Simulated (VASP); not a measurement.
# GaAs in VASP: one cell, several levels of theory

What does VASP give for GaAs in the zincblende structure, under +4.0 % strain along z alone, the cell held fixed? Runs: PBE, r2SCAN. The results are then set beside those of Ansatz 0.2.0 for the same cell.

The runs shown are made with VASP 6.6.1. PAW datasets, plane waves. Calculated at 0 K for a non-magnetic cell.

## (1) The cell

The cell comes from an earlier relaxation with r2SCAN in another program, then strained, with the atoms relaxed again.

It is tetragonal, I-4m2 (No. 119); conventional cell a = 4.007 Å, c = 5.893 Å, 23.65 Å³ an atom. Ga has 4 As at 2.49 Å; As has 4 Ga at 2.49 Å.

As a file:

```
CELL_PARAMETERS angstrom
0.00000 2.83309 2.94641
2.83309 0.00000 2.94641
2.83309 2.83309 0.00000
ATOMIC_POSITIONS crystal
Ga 0.00000 0.00000 0.00000
As 0.25000 0.25000 0.25000
```

## (2) Single point with PBE

Input file INCAR:

```
ENCUT = 520.000000
SIGMA = 0.020000
EDIFF = 1.00e-07
GGA = PE
PREC = Accurate
IBRION = -1
ISIF = 2
ISMEAR = -1
NBANDS = 16
NELM = 120
NSW = 0
LASPH = .TRUE.
LCHARG = .TRUE.
LELF = .TRUE.
LWAVE = .FALSE.
LREAL = .FALSE.
```

Input file KPOINTS:

```
KPOINTS created by Atomic Simulation Environment
0
Gamma
8 8 8
0 0 0
```

Input file KPOINTS_OPT:

```
special points
6
Reciprocal
0.0000000000 0.0000000000 0.0000000000 1
-0.5000000000 -0.5000000000 0.0000000000 1
-0.3750000000 -0.3750000000 0.2500000000 1
-0.3750000000 0.0000000000 0.3750000000 1
0.0000000000 0.0000000000 0.5000000000 1
-0.5000000000 -0.2500000000 0.2500000000 1
```

Input file POSCAR:

```
Ga As
 1.0000000000000000
     0.0000000000000000    2.8330850953000000    2.9464084990999999
     2.8330850953000000    0.0000000000000000    2.9464084990999999
     2.8330850953000000    2.8330850953000000    0.0000000000000000
 Ga  As
   1   1
Cartesian
  0.0000000000000000  0.0000000000000000  0.0000000000000000
  1.4165425476499998  1.4165425476499998  1.4732042495500000
```

Potentials: the recommended PBE PAW datasets, 18 valence electrons in the neutral cell.

The run is started by

```bash
$ mpirun -np 1 vasp_std
```

Standard output, without the iteration lines:

```text
POSCAR found type information on POSCAR GaAs
 POSCAR found :  2 types and       2 ions
 LDA part: xc-table for (Slater+PW92), standard interpolation
 POSCAR, INCAR and KPOINTS ok, starting setup
 FFT: planning ... GRIDC
 FFT: planning ... GRID_SOFT
 FFT: planning ... GRID
 WAVECAR not read
 entering main loop
 Start KPOINTS_OPT (optional k-point list driver)
k-point batch [1-6\6]
```

OSZICAR:

```text
N       E                     dE             d eps       ncg     rms          rms(c)
DAV:   1     0.851612804224E+02    0.85161E+02   -0.89766E+03  1936   0.152E+03
DAV:   2    -0.159563600191E+01   -0.86757E+02   -0.82439E+02  2200   0.315E+02
DAV:   3    -0.830780017853E+01   -0.67122E+01   -0.66897E+01  2280   0.669E+01
DAV:   4    -0.841245001749E+01   -0.10465E+00   -0.10464E+00  2392   0.932E+00
DAV:   5    -0.841389641890E+01   -0.14464E-02   -0.14464E-02  2328   0.975E-01    0.277E+00
DAV:   6    -0.827761637437E+01    0.13628E+00   -0.21256E-01  2880   0.757E+00    0.166E+00
DAV:   7    -0.826050131975E+01    0.17115E-01   -0.58403E-02  2280   0.168E+00    0.556E-01
DAV:   8    -0.826136154632E+01   -0.86023E-03   -0.97615E-03  2312   0.110E+00    0.958E-02
DAV:   9    -0.826176588162E+01   -0.40434E-03   -0.93417E-04  2376   0.375E-01    0.527E-02
DAV:  10    -0.826183229562E+01   -0.66414E-04   -0.68793E-05  2608   0.769E-02    0.286E-02
DAV:  11    -0.826188567360E+01   -0.53378E-04   -0.76789E-05  2128   0.641E-02    0.364E-03
DAV:  12    -0.826188596814E+01   -0.29454E-06   -0.12563E-06  2432   0.145E-02    0.154E-03
DAV:  13    -0.826188637663E+01   -0.40850E-06   -0.58354E-07  2304   0.560E-03    0.646E-04
DAV:  14    -0.826188636962E+01    0.70117E-08   -0.12630E-08  1896   0.117E-03
   1 F= -.82618864E+01 E0= -.82618526E+01  d E =-.675389E-04
       N       E                     dE             ncg
DAV:   1     0.187966724461E+04   -0.32185E+04      192
DAV:   2     0.135508243794E+04   -0.52458E+03      200
DAV:   3     0.131101257133E+04   -0.44070E+02      232
DAV:   4     0.131029282901E+04   -0.71974E+00      248
DAV:   5     0.131028546299E+04   -0.73660E-02      240
DAV:   6     0.131028520374E+04   -0.25925E-03      304
DAV:   7     0.131028520328E+04   -0.46198E-06      248
DAV:   8     0.131028520327E+04   -0.38713E-08      200
```

The lines after F= are the extra pass for the points of KPOINTS_OPT, at fixed density; their E is not a total energy.

OUTCAR, selected sections:

```text
k-points           NKPTS =     59   k-points in BZ     NKDIM =     59   number of bands    NBANDS=     16

   NELECT =      18.0000    total number of electrons

   dimension x,y,z NGX =    30 NGY =   30 NGZ =   30
   dimension x,y,z NGXF=    60 NGYF=   60 NGZF=   60

  energy-cutoff  :      520.00
  volume of cell :       47.30
      direct lattice vectors                 reciprocal lattice vectors
     0.000000000  2.833085095  2.946408499    -0.176486051  0.176486051  0.169698126
     2.833085095  0.000000000  2.946408499     0.176486051 -0.176486051  0.169698126
     2.833085095  2.833085095  0.000000000     0.176486051  0.176486051 -0.169698126

 k-points in reciprocal lattice and weights: KPOINTS created by Atomic Simulation Env
   0.00000000  0.00000000  0.00000000       0.002
   0.12500000  0.00000000  0.00000000       0.016
   0.25000000  0.00000000  0.00000000       0.016
   0.37500000  0.00000000  0.00000000       0.016
   0.50000000  0.00000000  0.00000000       0.008
   0.12500000  0.12500000  0.00000000       0.004
   0.25000000  0.12500000  0.00000000       0.016
   0.37500000  0.12500000  0.00000000       0.016
[... 51 more k-points ...]

 E-fermi :   3.6434

 k-point     1 :       0.0000    0.0000    0.0000
  band No.  band energies     occupation
      1     -11.2274      2.00000
      2     -11.2174      2.00000
      3     -11.2174      2.00000
      4     -11.1561      2.00000
      5     -11.1494      2.00000
      6      -8.8895      2.00000
      7       3.3596      2.00000
      8       3.5899      1.87072
      9       3.5899      1.87072
     10       3.6815      0.25860
     11       7.2020      0.00000
     12       7.2020      0.00000
     13       7.3093      0.00000
     14      10.9620      0.00000
     15      13.1194      0.00000
     16      13.8945      0.00000

 k-point     2 :       0.1250    0.0000    0.0000
  band No.  band energies     occupation
      1     -11.2328      2.00000
      2     -11.2195      2.00000
      3     -11.2145      2.00000
      4     -11.1564      2.00000
      5     -11.1492      2.00000
      6      -8.7192      2.00000
      7       1.5162      2.00000
      8       3.2047      2.00000
      9       3.3859      1.99999
     10       4.8836      0.00000
     11       7.4779      0.00000
     12       7.5366      0.00000
     13       7.7329      0.00000
     14      11.8570      0.00000
     15      12.4326      0.00000
     16      12.9779      0.00000

 k-point     3 :       0.2500    0.0000    0.0000
  band No.  band energies     occupation
      1     -11.2555      2.00000
      2     -11.2141      2.00000
      3     -11.2081      2.00000
      4     -11.1566      2.00000
      5     -11.1480      2.00000
      6      -8.2441      2.00000
      7      -0.5402      2.00000
      8       2.7589      2.00000
      9       3.0010      2.00000
     10       4.8030      0.00000
     11       8.0137      0.00000
     12       8.0938      0.00000
     13       9.2646      0.00000
     14      12.1923      0.00000
     15      12.5774      0.00000
     16      12.6016      0.00000

 k-point     4 :       0.3750    0.0000    0.0000
  band No.  band energies     occupation
      1     -11.2773      2.00000
      2     -11.2089      2.00000
      3     -11.2030      2.00000
      4     -11.1553      2.00000
      5     -11.1456      2.00000
      6      -7.6144      2.00000
      7      -2.1829      2.00000
      8       2.4111      2.00000
      9       2.7037      2.00000
     10       4.4882      0.00000
     11       8.0822      0.00000
     12       8.2747      0.00000
     13      11.0026      0.00000
     14      12.2685      0.00000
     15      13.5071      0.00000
     16      13.6955      0.00000

 k-point     5 :       0.5000    0.0000    0.0000
  band No.  band energies     occupation
      1     -11.2859      2.00000
      2     -11.2071      2.00000
      3     -11.2014      2.00000
      4     -11.1543      2.00000
      5     -11.1441      2.00000
      6      -7.2627      2.00000
      7      -2.8812      2.00000
      8       2.2852      2.00000
      9       2.5971      2.00000
     10       4.3650      0.00000
     11       8.0347      0.00000
     12       8.2569      0.00000
     13      11.2295      0.00000
     14      13.5342      0.00000
     15      14.9996      0.00000
     16      15.1867      0.00000

[... the tables of k-points 6 to 59 left out ...]

  Total        0.3245987      0.3245987     -0.3953340      0.0000000      0.0000000      0.0000000
  in kB       10.9955037     10.9955037    -13.3916022      0.0000000      0.0000000      0.0000000
  external PRESSURE =       2.8664684 kB  Pullay stress =       0.0000000 kB

 POSITION                                       TOTAL-FORCE (eV/Angst)
 -----------------------------------------------------------------------------------
      0.00000      0.00000      0.00000        -0.000000     -0.000000     -0.000000
      1.41654      1.41654      1.47320         0.000000      0.000000      0.000000
 -----------------------------------------------------------------------------------
    total drift:                                0.000002      0.000002      0.000002

  FREE ENERGIE OF THE ION-ELECTRON SYSTEM (eV)
  ---------------------------------------------------
  free  energy   TOTEN  =        -8.2618863696 eV

  energy  without entropy=       -8.2618188307  energy(sigma->0) =       -8.26185260
```

Hardware: 1 MPI rank of Intel Xeon 6975P-C, shared host.

The levels at the points of KPOINTS_OPT are read from vasprun.xml.

Near the gap, in eV above the top of the last filled band v; c is the band after it:

| point | v−1 | v | c | c+1 |
| --- | --- | --- | --- | --- |
| Γ | 0.00 | 0.00 | 0.09 | 3.61 |
| X | -2.43 | -2.43 | 1.63 | 1.84 |
| U | -3.70 | -2.03 | 2.11 | 4.74 |
| K | -3.70 | -2.28 | 1.81 | 4.31 |
| L | -1.30 | -0.99 | 0.78 | 4.44 |
| W | -3.39 | -3.21 | 4.44 | 4.69 |

PBE gives a direct gap of 0.09 eV at Γ. Pressure: 0.29 GPa; the forces vanish within 0.01 eV/Å.

Axes a, b and c in the maps are those of this run's conventional cell (a, b, c = 4.007, 4.007, 5.893 Å).

Density in a lattice plane of the grid's cell (edges 4.01 and 5.89 Å, at 0.000 of the third edge), which holds Ga and As.

Values in e/Å³, 12 rows by 8 columns:
```
 6.49  2.21  0.20  0.07  0.04  0.07  0.20  2.21
 0.38  0.23  0.09  0.03  0.02  0.03  0.09  0.22
 0.11  0.08  0.04  0.02  0.01  0.02  0.04  0.08
 0.05  0.04  0.03  0.02  0.02  0.02  0.03  0.04
 0.02  0.02  0.03  0.04  0.04  0.04  0.03  0.02
 0.02  0.02  0.05  0.10  0.14  0.10  0.05  0.02
 0.02  0.04  0.13  0.31  0.43  0.31  0.13  0.04
 0.05  0.09  0.28  0.54  0.39  0.54  0.28  0.09
 0.11  0.17  0.44  0.42 -0.27  0.42  0.44  0.17
 0.38  0.33  0.49  0.63  0.39  0.63  0.49  0.34
 6.49  2.24  0.43  0.42  0.43  0.42  0.43  2.24
16.50  6.22  0.39  0.17  0.14  0.17  0.39  6.22
```
Columns run along the first of these edges and rows up along the second, over one cell in 8 and 12 even steps from the bottom left corner. Atoms in the plane (fractional): Ga at (0.00, 0.00), As at (0.50, 0.25).

ELF in the same plane.

Ten even steps from ' ' (0.01) to '@' (0.88):
```
    ..--------::::::--------..  
..::::--::::..      ..::::--::::
------::::..          ..::::----
----::::..              ..::::--
::::....                  ..::::
....                          ..
                                
                                
            ..::::::..          
        ..::--==++==--::..      
      ..--++**######**++--..    
    ..--++##%%%%%%%%%%##++--..  
    ::++##%%%%%%%%%%%%%%##++::  
..::==**%%%%%%******%%%%%%**==::
::--++%%@@@@%%++==++%%@@@@%%++--
----++%%@@@@@@##**##@@@@@@%%++--
----==**@@@@@@%%%%%%@@@@@@**==--
..::--==##@@@@@@%%@@@@@@##==--::
    ::--++##%%%%##%%%%##++--::  
--  ..----==++++++++++==----..  
```
Columns run along the first of these edges and rows up along the second, over one cell in 16 and 20 even steps from the bottom left corner. Atoms in the plane (fractional): Ga at (0.00, 0.00), As at (0.50, 0.25).

Both are smooth fields of the valence electrons: close to the nuclei they are not physical.

The highest ELF values outside the cores: 0.89 on the As–Ga line, 0.9 Å from As.

## (3) Single point with r2SCAN

INCAR, as its differences from that of step 2:

```diff
@@ -3,3 +3,4 @@
 EDIFF = 1.00e-07
-GGA = PE
+ALGO = Normal
+METAGGA = R2SCAN
 PREC = Accurate
```

KPOINTS is that of step 2.

KPOINTS_OPT is that of step 2.

POSCAR is that of step 2.

The run is started by

```bash
$ mpirun -np 1 vasp_std
```

Standard output, without the iteration lines:

```text
POSCAR found type information on POSCAR GaAs
 POSCAR found :  2 types and       2 ions
 -----------------------------------------------------------------------------
|                                                                             |
|                                                                             |
|     You enforced a specific xc type in the INCAR file but a different       |
|     I HOPE YOU KNOW WHAT YOU ARE DOING!                                     |
|                                                                             |
 -----------------------------------------------------------------------------

 LDA part: xc-table for (None), standard interpolation
 POSCAR, INCAR and KPOINTS ok, starting setup
 FFT: planning ... GRIDC
 FFT: planning ... GRID_SOFT
 FFT: planning ... GRID
 WAVECAR not read
 entering main loop
 Start KPOINTS_OPT (optional k-point list driver)
k-point batch [1-6\6]
```

OSZICAR:

```text
N       E                     dE             d eps       ncg     rms          rms(c)
DAV:   1     0.669590643155E+02    0.66959E+02   -0.92271E+03  1936   0.156E+03
DAV:   2    -0.220505497818E+02   -0.89010E+02   -0.84580E+02  2200   0.324E+02
DAV:   3    -0.290168468102E+02   -0.69663E+01   -0.69434E+01  2280   0.692E+01
DAV:   4    -0.291249460032E+02   -0.10810E+00   -0.10809E+00  2376   0.964E+00
DAV:   5    -0.291263865643E+02   -0.14406E-02   -0.14405E-02  2344   0.997E-01    0.303E+00
DAV:   6    -0.270305196349E+02    0.20959E+01   -0.50566E-01  2096   0.128E+01    0.184E+00
DAV:   7    -0.270244443512E+02    0.60753E-02   -0.15446E-01  2224   0.328E+00    0.822E-01
DAV:   8    -0.270281431458E+02   -0.36988E-02   -0.78579E-03  2432   0.702E-01    0.301E-01
DAV:   9    -0.270286087710E+02   -0.46563E-03   -0.12777E-03  2312   0.408E-01    0.475E-02
DAV:  10    -0.270286216458E+02   -0.12875E-04   -0.11780E-04  2384   0.773E-02    0.228E-02
DAV:  11    -0.270286173628E+02    0.42830E-05   -0.15629E-05  2240   0.285E-02    0.217E-03
DAV:  12    -0.270286169157E+02    0.44706E-06   -0.51259E-07  2448   0.107E-02    0.907E-04
DAV:  13    -0.270286188454E+02   -0.19297E-05   -0.71541E-08  1800   0.293E-03    0.376E-04
DAV:  14    -0.270286190222E+02   -0.17679E-06   -0.32909E-08  1280   0.309E-03    0.618E-05
DAV:  15    -0.270286189532E+02    0.69030E-07   -0.31765E-09  1120   0.754E-04
   1 F= -.27028619E+02 E0= -.27028619E+02  d E =-.448727E-08
       N       E                     dE             ncg
DAV:   1     0.183978200612E+04   -0.32584E+04      192
DAV:   2     0.129600013404E+04   -0.54378E+03      200
DAV:   3     0.124990196962E+04   -0.46098E+02      232
DAV:   4     0.124916651019E+04   -0.73546E+00      256
DAV:   5     0.124915910547E+04   -0.74047E-02      240
DAV:   6     0.124915881653E+04   -0.28893E-03      312
DAV:   7     0.124915881599E+04   -0.54381E-06      248
DAV:   8     0.124915881599E+04   -0.47544E-08      216
```

From OUTCAR:

```text
k-points           NKPTS =     59   k-points in BZ     NKDIM =     59   number of bands    NBANDS=     16

   NELECT =      18.0000    total number of electrons

   dimension x,y,z NGX =    30 NGY =   30 NGZ =   30
   dimension x,y,z NGXF=    60 NGYF=   60 NGZF=   60

  energy-cutoff  :      520.00
  volume of cell :       47.30
      direct lattice vectors                 reciprocal lattice vectors
     0.000000000  2.833085095  2.946408499    -0.176486051  0.176486051  0.169698126
     2.833085095  0.000000000  2.946408499     0.176486051 -0.176486051  0.169698126
     2.833085095  2.833085095  0.000000000     0.176486051  0.176486051 -0.169698126

 k-points in reciprocal lattice and weights: KPOINTS created by Atomic Simulation Env
   0.00000000  0.00000000  0.00000000       0.002
   0.12500000  0.00000000  0.00000000       0.016
   0.25000000  0.00000000  0.00000000       0.016
   0.37500000  0.00000000  0.00000000       0.016
   0.50000000  0.00000000  0.00000000       0.008
   0.12500000  0.12500000  0.00000000       0.004
   0.25000000  0.12500000  0.00000000       0.016
   0.37500000  0.12500000  0.00000000       0.016
[... 51 more k-points ...]

 E-fermi :   3.6146

 k-point     1 :       0.0000    0.0000    0.0000
  band No.  band energies     occupation
      1     -11.9142      2.00000
      2     -11.9043      2.00000
      3     -11.9043      2.00000
      4     -11.8336      2.00000
      5     -11.8265      2.00000
      6      -9.6194      2.00000
      7       3.0967      2.00000
      8       3.3381      2.00000
      9       3.3382      2.00000
     10       3.8772      0.00000
     11       7.2546      0.00000
     12       7.2547      0.00000
     13       7.3741      0.00000
     14      11.3417      0.00000
     15      13.3673      0.00000
     16      14.1596      0.00000

 k-point     2 :       0.1250    0.0000    0.0000
  band No.  band energies     occupation
      1     -11.9210      2.00000
      2     -11.9064      2.00000
      3     -11.9011      2.00000
      4     -11.8339      2.00000
      5     -11.8263      2.00000
      6      -9.4399      2.00000
      7       1.3226      2.00000
      8       2.9401      2.00000
      9       3.1287      2.00000
     10       4.9808      0.00000
     11       7.5588      0.00000
     12       7.6022      0.00000
     13       7.8338      0.00000
     14      12.2384      0.00000
     15      12.6992      0.00000
     16      13.2528      0.00000

 k-point     3 :       0.2500    0.0000    0.0000
  band No.  band energies     occupation
      1     -11.9467      2.00000
      2     -11.9002      2.00000
      3     -11.8941      2.00000
      4     -11.8340      2.00000
      5     -11.8251      2.00000
      6      -8.9402      2.00000
      7      -0.8433      2.00000
      8       2.4773      2.00000
      9       2.7299      2.00000
     10       4.9017      0.00000
     11       8.1093      0.00000
     12       8.1848      0.00000
     13       9.4874      0.00000
     14      12.4947      0.00000
     15      12.8479      0.00000
     16      12.9376      0.00000

 k-point     4 :       0.3750    0.0000    0.0000
  band No.  band energies     occupation
      1     -11.9708      2.00000
      2     -11.8944      2.00000
      3     -11.8884      2.00000
      4     -11.8329      2.00000
      5     -11.8226      2.00000
      6      -8.2794      2.00000
      7      -2.5710      2.00000
      8       2.1143      2.00000
      9       2.4194      2.00000
     10       4.5804      0.00000
     11       8.1824      0.00000
     12       8.3750      0.00000
     13      11.2716      0.00000
     14      12.6586      0.00000
     15      13.8315      0.00000
     16      14.0428      0.00000

 k-point     5 :       0.5000    0.0000    0.0000
  band No.  band energies     occupation
      1     -11.9801      2.00000
      2     -11.8923      2.00000
      3     -11.8865      2.00000
      4     -11.8320      2.00000
      5     -11.8211      2.00000
      6      -7.9109      2.00000
      7      -3.3041      2.00000
      8       1.9826      2.00000
      9       2.3076      2.00000
     10       4.4544      0.00000
     11       8.1335      0.00000
     12       8.3567      0.00000
     13      11.4951      0.00000
     14      13.9964      0.00000
     15      15.4204      0.00000
     16      15.6395      0.00000

[... the tables of k-points 6 to 59 left out ...]

  Total       -0.4762289     -0.4762289     -1.2920711      0.0000000     -0.0000000      0.0000000
  in kB      -16.1318481    -16.1318481    -43.7678093      0.0000000     -0.0000000      0.0000000
  external PRESSURE =     -25.3438351 kB  Pullay stress =       0.0000000 kB

 POSITION                                       TOTAL-FORCE (eV/Angst)
 -----------------------------------------------------------------------------------
      0.00000      0.00000      0.00000         0.000000      0.000000      0.000000
      1.41654      1.41654      1.47320        -0.000000     -0.000000     -0.000000
 -----------------------------------------------------------------------------------
    total drift:                                0.000008      0.000008     -0.000024

  FREE ENERGIE OF THE ION-ELECTRON SYSTEM (eV)
  ---------------------------------------------------
  free  energy   TOTEN  =       -27.0286189532 eV

  energy  without entropy=      -27.0286189487  energy(sigma->0) =      -27.02861895
```

Hardware: 1 MPI rank of Intel Xeon 6975P-C, shared host.

The levels at the points of KPOINTS_OPT are read from vasprun.xml.

Near the gap, in eV above the top of the last filled band v; c is the band after it:

| point | v−1 | v | c | c+1 |
| --- | --- | --- | --- | --- |
| Γ | 0.00 | 0.00 | 0.54 | 3.92 |
| X | -2.52 | -2.52 | 1.93 | 2.14 |
| U | -3.81 | -2.10 | 2.43 | 5.13 |
| K | -3.81 | -2.37 | 2.10 | 4.68 |
| L | -1.36 | -1.03 | 1.12 | 4.80 |
| W | -3.49 | -3.30 | 4.83 | 5.04 |

r2SCAN gives a direct gap of 0.54 eV at Γ. The pressure is -2.53 GPa; the forces vanish within 0.01 eV/Å.

## (4) Results

| level | gap (eV) | pressure (GPa) | Ansatz: gap (eV) | Ansatz: pressure (GPa) |
| --- | --- | --- | --- | --- |
| PBE | 0.09 | 0.29 | 0.09 | 0.12 |
| r2SCAN | 0.54 | -2.53 | 0.56 | -2.60 |

In words: The gap runs from 0.09 eV (PBE) to 0.54 eV (r2SCAN). At this one volume the pressure spans -2.5 GPa (r2SCAN) to 0.3 GPa (PBE): PBE wants the largest cell and r2SCAN the smallest. The two programs agree on the gap within 0.03 eV, far less than the spread between functionals. The two codes have different PAW datasets and cutoffs. VASP's cell holds 18 valence electrons and Ansatz's 28.
